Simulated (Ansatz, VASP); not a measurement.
HfC: VASP beside Ansatz

File INCAR:

```
PREC = Accurate ; ENCUT = 520
EDIFF = 1E-7 ; ISMEAR = -1
SIGMA = 0.05 ; LREAL = F
LASPH = T ; NELM = 150
ALGO = Normal ; ISIF = 2
LWAVE = F ; LCHARG = F
LNONCOLLINEAR = T ; MAGMOM = 0 0 0 0 0 0
LORBIT = 11 ; LSORBIT = T
GGA_COMPAT = F ; LORBMOM = T
LMAXMIX = 4 ; NBANDS = 26
```

The input KPOINTS:

```
Automatic mesh
0
Gamma
  7 7 7
```

File POSCAR:

```
HfC
1.0
    0.0000000000      2.3250000000      2.3250000000
    2.3250000000      0.0000000000      2.3250000000
    2.3250000000      2.3250000000      0.0000000000
Hf C
1 1
Direct
    0.5000000000      0.5000000000      0.5000000000
    0.0000000000      0.0000000000      0.0000000000
```

input.yaml

```yaml
crystal:
  lattice:
    - [0.0, 2.325, 2.325]
    - [2.325, 0.0, 2.325]
    - [2.325, 2.325, 0.0]
  atoms:
    - { symbol: Hf, position: [0.5, 0.5, 0.5] }
    - { symbol: C, position: [0.0, 0.0, 0.0] }
kpoints:
  mp_grid: { grid: [7, 7, 7] }
  band_path:
    path:
      - [0.0, 0.0, 0.0]
      - [0.5, 0.0, 0.5]
      - [0.5, 0.25, 0.75]
      - [0.375, 0.375, 0.75]
      - [0.0, 0.0, 0.0]
      - [0.5, 0.5, 0.5]
      - [0.625, 0.25, 0.625]
      - [0.5, 0.25, 0.75]
    npoints: 8
scf:
  occupations: { method: fermi_dirac, width: 0.05 }
hamiltonian:
  xc: lda
  pseudopotentials: { kind: all_electron, lapw: { basis_error: 0.001 } }
magnetization:
  noncollinear: true
  spin_orbit: true
output:
  forces: true
  stress: true
  eigenvalues: true
```

Alike in both runs: functional LDA; k mesh 7 × 7 × 7; occupations fermi-dirac, width 0.05 eV; non-collinear spin, spin-orbit coupling.

```csv
,VASP,Ansatz
version,VASP 6.6.1,Ansatz 0.2.0
potentials or method,"VASP PAW LDA potentials, release 64 (Hf_pv, C)","all-electron LAPW, relativistic spinors"
plane-wave cutoff (eV),520,see its input
task,single point,band structure
```

```csv
,VASP,Ansatz,Ansatz less VASP
gap on the k mesh at the Fermi level (eV),none,none,-
pressure (GPa),-11.7,-12.4,-0.71
net moment per atom (μB),0.00,0.00,0.000
```

A gap of «none» marks a metal or a gap that the smearing closes. Ansatz ran all-electron here, so the differences hold the error of VASP's frozen core and of both bases.

Caveats: the k mesh is thin for a metal, which can move the energy by tens of meV per atom (Ansatz).
